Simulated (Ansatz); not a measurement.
Base system: GeTe (space group R3m, No. 160; layered).

```
CELL_PARAMETERS angstrom
      2.09351     1.20869     3.68680
     -2.09351     1.20869     3.68680
      0.00000    -2.41737     3.68680
ATOMIC_POSITIONS crystal
  Ge 0.23184 0.23184 0.23184
  Te 0.76816 0.76816 0.76816
```

Cartesian axes are those of the cell as printed.

Method: DFT with r2SCAN, PAW potentials and a 500 eV plane-wave cutoff in Ansatz (a first-principles code), spin-orbit coupling left out.

For the base:

| Quantity | Result |
|---|---|
| Pressure | 0.00 GPa |

Now apply this change: biaxial strain +3.81 %, plane normal [001], relaxed out of plane (Cartesian); in-plane vectors clamped, the third vector and the atoms free.

Task: Estimate the effect on the pressure.

Result: The pressure (mean of the normal stresses, compression positive) goes from zero to -2.11 GPa.

Task: How does this affect the energy relative to the base?

Result: The energy rises by 22 meV/atom.

Task: Estimate the effect on the out-of-plane strain.

Result: The out-of-plane strain amounts to -3.70 %.

Stability against distortions was not tested. No dispersion term is included, though the crystal is made of layers, chains or molecules, so its spacings can come out too wide.
